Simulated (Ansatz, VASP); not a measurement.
## Two plane-wave programs on SrO

```
Sr O
1.0
     0.00000    2.59739    2.59739
     2.59739    0.00000    2.59739
     2.59739    2.59739    0.00000
Sr O
1 1
Direct
  0.00000 0.00000 0.00000
  0.47958 0.50000 0.50000
```

Change from the starting cell: all O atoms moved +0.075 Å, as atom 2 towards its neighbour atom 2 (O) at 3.673 Å.

Alike in both runs: task single point; functional PBE; k mesh 8 × 8 × 8; occupations gaussian, width 0.05 eV; no spin polarisation.

|  | VASP | Ansatz |
| --- | --- | --- |
| version | VASP 6.6.1 | Ansatz 0.2.0 |
| potentials or method | VASP PAW PBE potentials, release 64 (Sr_sv, O) | scalar-relativistic, plane waves, PAW |
| plane-wave cutoff (eV) | 520 | 420 |
| valence electrons in the cell | 16 | 16 |

VASP gave:

* gap on the k mesh at the Fermi level (eV): 3.31
* least direct gap on the mesh (eV): 3.41
* pressure (GPa): 0.7
* largest component of the traceless stress (GPa): 0.19
* rms of the force components (eV/Å): 0.084

Task: Which values does Ansatz return?

Result: gap on the k mesh at the Fermi level (eV): 3.36; least direct gap on the mesh (eV): 3.45; pressure (GPa): 0.1; largest component of the traceless stress (GPa): 0.18; rms of the force components (eV/Å): 0.079.

Atom by atom the forces differ by 0.006 eV/Å (rms over components).

A k mesh can miss the band edges.
